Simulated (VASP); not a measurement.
# Pt (Im-3m) in VASP: a series of runs

Runs on Pt. Level: PBE. Tasks: single point.

Everything below comes from runs of VASP 6.6.1. Logs are shortened: lines on timing, memory, paths and dates and some standing lists are left out, and cuts for length are marked.

## (1) The structure

It takes space group Im-3m (No. 229, cubic). The conventional cell has a = 3.111 Å, b = 3.111 Å, c = 3.111 Å, α = 90.00°, β = 90.00°, γ = 90.00°. Pt (site symmetry m-3m) has 8 Pt at 2.69 Å as nearest neighbours.

The cell was built by a generator and needn't be a form met in nature.

## (2) Single point, PBE

File INCAR:

```
PREC = Accurate ; ENCUT = 520
EDIFF = 1E-6 ; ISMEAR = 0
SIGMA = 0.05 ; LREAL = False
LASPH = True ; NELM = 100
ALGO = Fast ; ISIF = 2
LWAVE = False ; LCHARG = False
GGA = PE ; NBANDS = 11
```

File KPOINTS:

```
Automatic mesh
0
Gamma
  8 8 8
```

File POSCAR:

```
Pt
1.0
   -1.5556539951      1.5556539951      1.5556539951
    1.5556539951     -1.5556539951      1.5556539951
    1.5556539951      1.5556539951     -1.5556539951
Pt
1
Direct
    0.0000000000      0.0000000000      0.0000000000
```

Potentials or basis: VASP PAW PBE potentials, release 64 (Pt).

Command:

```bash
$ cat potpaw_PBE.64/Pt/POTCAR > POTCAR
$ mpirun -np 1 vasp_std > vasp.out
```

OUTCAR:

```text
PREC = Accurate
   ENCUT = 520
   EDIFF = 1E-6
   ISMEAR = 0
   LREAL = False
   LASPH = True
   NELM = 100
   ISIF = 2
   GGA = PE

 ion  position               nearest neighbor table
   1  0.000  0.000  0.000-

  LATTYP: Found a body centered cubic cell.
 ALAT       =     3.1113079902

  Lattice vectors:

 A1 = (  -1.5556539951,   1.5556539951,   1.5556539951)
 A2 = (   1.5556539951,  -1.5556539951,   1.5556539951)
 A3 = (   1.5556539951,   1.5556539951,  -1.5556539951)

Analysis of symmetry for initial positions (statically):
=====================================================================
 Subroutine PRICEL returns:
 Original cell was already a primitive cell.

 Routine SETGRP: Setting up the symmetry group for a
 body centered cubic supercell.

 Subroutine GETGRP returns: Found 48 space group operations
 (whereof 48 operations were pure point group operations)
 out of a pool of 48 trial point group operations.

The static configuration has the point symmetry O_h .

Analysis of symmetry for dynamics (positions and initial velocities):
=====================================================================
 Subroutine PRICEL returns:
 Original cell was already a primitive cell.

 Routine SETGRP: Setting up the symmetry group for a
 body centered cubic supercell.

 Subroutine GETGRP returns: Found 48 space group operations
 (whereof 48 operations were pure point group operations)
 out of a pool of 48 trial point group operations.

The dynamic configuration has the point symmetry O_h .

 Subroutine INISYM returns: Found 48 space group operations
 (whereof 48 operations are pure point group operations),
 and found     1 'primitive' translations

----------------------------------------------------------------------------------------

                                     Primitive cell

  volume of cell :      15.0591

  direct lattice vectors                    reciprocal lattice vectors
    -1.555653995  1.555653995  1.555653995     0.000000000  0.321408232  0.321408232
     1.555653995 -1.555653995  1.555653995     0.321408232  0.000000000  0.321408232
     1.555653995  1.555653995 -1.555653995     0.321408232  0.321408232  0.000000000

  length of vectors
     2.694471759  2.694471759  2.694471759     0.454539881  0.454539881  0.454539881

  position of ions in fractional coordinates (direct lattice)
     0.000000000  0.000000000  0.000000000

  ion indices of the primitive-cell ions
   primitive index   ion index
                 1           1

----------------------------------------------------------------------------------------

 KPOINTS: Automatic mesh

Automatic generation of k-mesh.
 Grid dimensions read from file:
 generate k-points for:    8    8    8

 Generating k-lattice:

  Cartesian coordinates                     Fractional coordinates (reciprocal lattice)
     0.000000000  0.040176029  0.040176029     0.125000000  0.000000000  0.000000000
     0.040176029  0.000000000  0.040176029     0.000000000  0.125000000  0.000000000
     0.040176029  0.040176029  0.000000000     0.000000000  0.000000000  0.125000000

  Length of vectors
     0.056817485  0.056817485  0.056817485

  Shift w.r.t. Gamma in fractional coordinates (k-lattice)
     0.000000000  0.000000000  0.000000000

 Subroutine IBZKPT returns following result:
 ===========================================

 Found     29 irreducible k-points:

 Following reciprocal coordinates:
            Coordinates               Weight
  0.000000  0.000000  0.000000      1.000000
  0.125000  0.000000  0.000000     12.000000
  0.250000  0.000000  0.000000     12.000000
  0.375000  0.000000  0.000000     12.000000
  0.500000  0.000000  0.000000      6.000000
  0.125000  0.125000  0.000000     24.000000
[... 16 lines left out ...]
 -0.250000  0.250000  0.250000      6.000000
 -0.375000  0.375000  0.250000     24.000000
 [... further k-points ...]
   k-points           NKPTS =     29   k-points in BZ     NKDIM =     29   number of bands    NBANDS=     11
   number of dos      NEDOS =    301   number of ions     NIONS =      1
   total plane-waves  NPLWV =   8000
   dimension x,y,z NGX =    20 NGY =   20 NGZ =   20
   dimension x,y,z NGXF=    40 NGYF=   40 NGZF=   40
   ions per type =               1
   NGX,Y,Z   is equivalent  to a cutoff of  12.34, 12.34, 12.34 a.u.
   NGXF,Y,Z  is equivalent  to a cutoff of  24.68, 24.68, 24.68 a.u.
 SYSTEM =  unknown system
   PREC   = accura    normal or accurate (medium, high low for compatibility)
   ISTART =      0    job   : 0-new  1-cont  2-samecut
   ICHARG =      2    charge: 1-file 2-atom 10-const
   ISPIN  =      1    spin polarized calculation?
   LNONCOLLINEAR =      F non collinear calculations
   LSORBIT =      F    spin-orbit coupling
   LASPH  =      T    aspherical Exc in radial PAW
   ENCUT  =  520.0 eV  38.22 Ry    6.18 a.u.   5.01  5.01  5.01*2*pi/ulx,y,z
   NELM   =    100;   NELMIN=  2; NELMDL= -5     # of ELM steps
   EDIFF  = 0.1E-05   stopping-criterion for ELM
   LREAL  =      F    real-space projection
   EDIFFG = 0.1E-04   stopping-criterion for IOM
   NSW    =      0    number of steps for IOM
   IBRION =     -1    ionic relax: 0-MD 1-quasi-New 2-CG
   NFREE  =      0    steps in history (QN), initial steepest desc. (CG)
   ISIF   =      2    stress and relaxation
   ISYM   =      2    0-nonsym 1-usesym 2-fastsym
   POTIM  = 0.5000    time-step for ionic-motion
   TEBEG  =    0.0;   TEEND  =   0.0 temperature during run
   PSTRESS=    0.0 pullay stress
   NELECT =      10.0000    total number of electrons
   NUPDOWN=      -1.0000    fix difference up-down
   EMIN   =  10.00;   EMAX   =-10.00  energy-range for DOS
   EFERMI =   0.00;   METHOD = LEGACY
   ISMEAR =     0;   SIGMA  =   0.05  broadening in eV -4-tet -1-fermi 0-gaus
   EFERMI_NEDOS =   21; number of points for ismear=-14 and -15
   IALGO  =     68    algorithm
   IMIX   =      4    mixing-type and parameters
     AMIX     =   0.40;   BMIX     =  1.00
     AMIX_MAG =   1.60;   BMIX_MAG =  1.00
  volume/ion in A,a.u.               =      15.06       101.62
  Fermi-wavevector in a.u.,A,eV,Ry     =   1.428264  2.699028 27.755042  2.039938
  Thomas-Fermi vector in A             =   2.548345
   LORBIT       =      0    0 simple, 1 ext, 2 COOP (PROOUT), +10 PAW based schemes
   GGA     = PE    functional components
   LHFCALC =     F    Hartree Fock is set to
   AEXX    =    0.0000 exact exchange contribution
   IVDW    =     0    specifies the selected vdW correction
   LEPSILON=     F    determine dielectric tensor
   LRPA    =     F    only Hartree local field effects (RPA)
 non-spin polarized calculation
 RMM-DIIS sequential band-by-band and
 Gauss-broadening in eV      SIGMA  =   0.05
  energy-cutoff  :      520.00
  volume of cell :       15.06
 maximum number of plane-waves:       420
   NGX =  9   NGY =  9   NGZ =  9

 number of electron      10.0000000 magnetization

 number of electron       9.9999999 magnetization

 Free energy of the ion-electron system (eV)
  ---------------------------------------------------
  ext. energy  EPLUGINS =         0.00000000
  ---------------------------------------------------
  free energy    TOTEN  =        -5.89668779 eV

  energy without entropy =       -5.88970569  energy(sigma->0) =       -5.89319674

 E-fermi :  11.1536     XC(G=0): -13.4875

 val. band max:       11.1391392185   @ k =  -0.3750   0.3750   0.1250
 cond. band min:      11.1584684663   @ k =   0.2500   0.1250   0.0000
 fundamental gap:      0.0193292478
 Fermi energy:        11.1535738120

 k-point     1 :       0.0000    0.0000    0.0000
  band No.  band energies     occupation
      1       1.0740      2.00000
      2       7.3502      2.00000
      3       7.3502      2.00000
      4       7.3502      2.00000
      5      10.0119      2.00000
      6      10.0119      2.00000
      7      28.1490      0.00000
      8      28.1490      0.00000
      9      28.1490      0.00000
     10      38.7973      0.00000
     11      38.7985      0.00000

 k-point     2 :       0.1250    0.0000    0.0000
  band No.  band energies     occupation
      1       1.7227      2.00000
      2       7.0933      2.00000
      3       7.3342      2.00000
      4       7.8882      2.00000
      5       9.7218      2.00000
      6      10.0326      2.00000
      7      28.3543      0.00000
      8      28.5493      0.00000
      9      29.1287      0.00000
     10      34.9080      0.00000
     11      35.3254      0.00000

 k-point     3 :       0.2500    0.0000    0.0000
  band No.  band energies     occupation
      1       3.2584      2.00000
      2       6.5233      2.00000
      3       7.3790      2.00000
      4       9.3677      2.00000
      5       9.5509      2.00000
      6      10.1255      2.00000
      7      26.0241      0.00000
      8      27.2249      0.00000
      9      31.7436      0.00000
     10      33.4656      0.00000
     11      34.2320      0.00000

 k-point     4 :       0.3750    0.0000    0.0000
  band No.  band energies     occupation
      1       4.0626      2.00000
      2       6.0103      2.00000
      3       8.9080      2.00000
      4       9.9063      2.00000
      5      10.2853      2.00000
      6      11.2558      0.00383
      7      20.9082      0.00000
      8      25.1810      0.00000
      9      29.2035      0.00000
     10      35.0489      0.00000
     11      35.5002      0.00000
[... 239 lines left out ...]
 k-point    22 :       0.2500    0.2500    0.2500
  band No.  band energies     occupation
      1       6.4857      2.00000
      2       6.4857      2.00000
      3       6.4857      2.00000
      4      10.4495      2.00000
      5      10.4495      2.00000
      6      16.0748      0.00000
      7      20.7982      0.00000
      8      20.7982      0.00000
      9      20.7982      0.00000
     10      39.3960      0.00000
     11      39.3964      0.00000

 k-point    23 :      -0.2500    0.2500    0.2500
  band No.  band energies     occupation
      1       5.0794      2.00000
      2       6.8719      2.00000
      3       8.1174      2.00000
      4       8.1174      2.00000
      5       9.2648      2.00000
      6      11.1305      1.48660
      7      25.9364      0.00000
      8      28.1239      0.00000
      9      28.1239      0.00000
     10      29.2623      0.00000
     11      37.5807      0.00000

 k-point    24 :      -0.3750    0.3750    0.2500
  band No.  band energies     occupation
      1       5.5451      2.00000
      2       6.1237      2.00000
      3       8.1268      2.00000
      4       8.8282      2.00000
      5      10.8836      2.00000
      6      12.8427      0.00000
      7      22.2590      0.00000
      8      25.1025      0.00000
      9      27.3527      0.00000
     10      30.4287      0.00000
     11      37.2582      0.00000

 [... further k-points ...]

------------------------ aborting loop because EDIFF is reached ----------------------------------------

  FORCE on cell =-STRESS in cart. coord.  units (eV):
  Direction    XX          YY          ZZ          XY          YZ          ZX
  --------------------------------------------------------------------------------------
  -------------------------------------------------------------------------------------
  Total        1.3874911      1.3874911      1.3874911      0.0000000     -0.0000000     -0.0000000
  in kB      147.6188290    147.6188290    147.6188290      0.0000000     -0.0000000     -0.0000000
  external PRESSURE =     147.6188290 kB  Pullay stress =       0.0000000 kB

 VOLUME and BASIS-vectors are now :
 -----------------------------------------------------------------------------
  energy-cutoff  :      520.00
  volume of cell :       15.06
      direct lattice vectors                 reciprocal lattice vectors
    -1.555653995  1.555653995  1.555653995     0.000000000  0.321408232  0.321408232
     1.555653995 -1.555653995  1.555653995     0.321408232  0.000000000  0.321408232
     1.555653995  1.555653995 -1.555653995     0.321408232  0.321408232  0.000000000

 POSITION                                       TOTAL-FORCE (eV/Angst)
 -----------------------------------------------------------------------------------
      0.00000      0.00000      0.00000        -0.000000      0.000000      0.000000
 -----------------------------------------------------------------------------------
    total drift:                                0.000000      0.000000      0.000000

  FREE ENERGIE OF THE ION-ELECTRON SYSTEM (eV)
  ---------------------------------------------------
  free  energy   TOTEN  =        -5.8966877932 eV

  energy  without entropy=       -5.8897056870  energy(sigma->0) =       -5.89319674
```

Wall time 2.9 s (1 thread of Intel Xeon 6975P-C (Granite Rapids), shared host); peak memory 0.12 GiB.

Results:

| Property | Result |
| --- | --- |
| Free energy | -5.8967 eV |
| Pressure | 14.8 GPa |
| Band gap on the k mesh | none (metal or under the smearing width) |

## (3) Single point, PBE, non-collinear spin, zero start, spin-orbit coupling

This run uses another cell than the first one, of 15.84 Å³/atom, 1.052 times its volume.

File INCAR:

```
PREC = Accurate
ENCUT = 520
EDIFF = 1E-6
ISMEAR = 0
SIGMA = 0.05
LREAL = False
LASPH = True
NELM = 150
ALGO = Normal
ISIF = 2
LWAVE = False
LCHARG = False
MAGMOM = 0 0 0
LORBIT = 11
LSORBIT = True
GGA_COMPAT = False
LORBMOM = True
LMAXMIX = 4
GGA = PE
NBANDS = 21
```

File KPOINTS:

```
regular mesh
0
Gamma
  18 18 18
```

File POSCAR:

```
Pt
1.0
   -1.5822340435      1.5822340435      1.5822340435
    1.5822340435     -1.5822340435      1.5822340435
    1.5822340435      1.5822340435     -1.5822340435
Pt
1
Direct
    0.0000000000      0.0000000000      0.0000000000
```

Potentials or basis: VASP PAW PBE potentials, release 64 (Pt).

Command:

```bash
$ cat potpaw_PBE.64/Pt/POTCAR > POTCAR
$ mpirun -np 1 vasp_ncl > vasp.out
```

OUTCAR:

```text
PREC = Accurate
   ENCUT = 520
   EDIFF = 1E-6
   ISMEAR = 0
   LREAL = False
   LASPH = True
   NELM = 150
   ISIF = 2
   LORBIT = 11
   LSORBIT = True
   GGA = PE

 ion  position               nearest neighbor table
   1  0.000  0.000  0.000-

  LATTYP: Found a body centered cubic cell.
 ALAT       =     3.1644680870

  Lattice vectors:

 A1 = (  -1.5822340435,   1.5822340435,   1.5822340435)
 A2 = (   1.5822340435,  -1.5822340435,   1.5822340435)
 A3 = (   1.5822340435,   1.5822340435,  -1.5822340435)

Analysis of symmetry for initial positions (statically):
=====================================================================
 Subroutine PRICEL returns:
 Original cell was already a primitive cell.

 Routine SETGRP: Setting up the symmetry group for a
 body centered cubic supercell.

 Subroutine GETGRP returns: Found 48 space group operations
 (whereof 48 operations were pure point group operations)
 out of a pool of 48 trial point group operations.

The static configuration has the point symmetry O_h .

Analysis of symmetry for dynamics (positions and initial velocities):
=====================================================================
 Subroutine PRICEL returns:
 Original cell was already a primitive cell.

 Routine SETGRP: Setting up the symmetry group for a
 body centered cubic supercell.

 Subroutine GETGRP returns: Found 48 space group operations
 (whereof 48 operations were pure point group operations)
[... 781 lines left out ...]

 orbital moment (x)

 # of ion     p       d       tot
 ----------------------------------------
  1         0.000   0.000   0.000
 ----------------------------------------
            0.000   0.000   0.000

 orbital moment (y)

 # of ion     p       d       tot
 ----------------------------------------
  1         0.000  -0.000  -0.000
 ----------------------------------------
            0.000  -0.000  -0.000

 orbital moment (z)

 # of ion     p       d       tot
 ----------------------------------------
  1         0.000   0.000   0.000
 ----------------------------------------
            0.000   0.000   0.000

 Spin-Orbit-Coupling matrix elements

 Ion:    1  E_soc:     -0.7603289
 l=   1
     0.0000000    -0.0305205    -0.0305205
    -0.0305205     0.0000000    -0.0305205
    -0.0305205    -0.0305205     0.0000000
 l=   2
     0.0000000    -0.0190719     0.0000000    -0.0190719    -0.0771291
    -0.0190719     0.0000000    -0.0578468    -0.0190719    -0.0192823
     0.0000000    -0.0578468     0.0000000    -0.0578468     0.0000000
    -0.0190719    -0.0190719    -0.0578468     0.0000000    -0.0192823
    -0.0771291    -0.0192823     0.0000000    -0.0192823     0.0000000
 l=   3
     0.0000000     0.0000000     0.0000000     0.0000000     0.0000000     0.0000000     0.0000000
     0.0000000     0.0000000     0.0000000     0.0000000     0.0000000     0.0000000     0.0000000
     0.0000000     0.0000000     0.0000000     0.0000000     0.0000000     0.0000000     0.0000000
     0.0000000     0.0000000     0.0000000     0.0000000     0.0000000     0.0000000     0.0000000
     0.0000000     0.0000000     0.0000000     0.0000000     0.0000000     0.0000000     0.0000000
     0.0000000     0.0000000     0.0000000     0.0000000     0.0000000     0.0000000     0.0000000
     0.0000000     0.0000000     0.0000000     0.0000000     0.0000000     0.0000000     0.0000000

 total charge

# of ion       s       p       d       tot
------------------------------------------
    1        0.623   0.553   8.017   9.193

 magnetization (x)

# of ion       s       p       d       tot
------------------------------------------
    1        0.000  -0.000   0.000   0.000

 magnetization (y)

# of ion       s       p       d       tot
------------------------------------------
    1        0.000  -0.000  -0.000  -0.000

 magnetization (z)

# of ion       s       p       d       tot
------------------------------------------
    1        0.000  -0.000   0.000  -0.000
```

Wall time 42 s (1 thread of Intel Xeon 6975P-C (Granite Rapids), shared host); peak memory 0.22 GiB.

What came out:

* Free energy: -6.3869 eV
* Pressure: -0.2 GPa
* Net moment: 0.00 μB per cell
* Valence electrons inside the program's atomic spheres: Pt 9.19

Moments on the atoms (μB; x, y, z):
```
Pt  0.00 0.00 0.00
```

## (4) Single point, PBE, non-collinear spin, zero start, spin-orbit coupling

This run uses another cell than the first one, of 15.84 Å³/atom, 1.052 times its volume.

File INCAR:

```
SYSTEM = Pt
ALGO = Fast
EDIFF = 1E-6
ENCUT = 520
GGA = PE
GGA_COMPAT = .FALSE.
ISIF = 2
ISMEAR = 0
LASPH = .TRUE.
LCHARG = .FALSE.
LMAXMIX = 4
LNONCOLLINEAR = .TRUE.
LORBIT = 11
LORBMOM = .TRUE.
LREAL = .FALSE.
LSORBIT = .TRUE.
LWAVE = .FALSE.
MAGMOM = 0 0 0
NBANDS = 21
NELM = 150
PREC = Accurate
SIGMA = 0.05
```

File KPOINTS:

```
k-points
0
G
  18 18 18
  0 0 0
```

POSCAR is that of step 3.

Command:

```bash
$ cat potpaw_PBE.64/Pt/POTCAR > POTCAR
$ mpirun -np 1 vasp_ncl > vasp.out
```

Wall time 52 s (1 thread of Intel Xeon 6975P-C (Granite Rapids), shared host); peak memory 0.22 GiB.

Results (log left out):

```yaml
Free_energy: -6.3869 eV
Pressure: -0.2 GPa
Net_moment: 0.00 μB per cell
Valence_electrons_inside_the_program's_atomic_spheres: Pt 9.19
```

Moments on the atoms (μB; x, y, z):
```
Pt  0.00 0.00 0.00
```
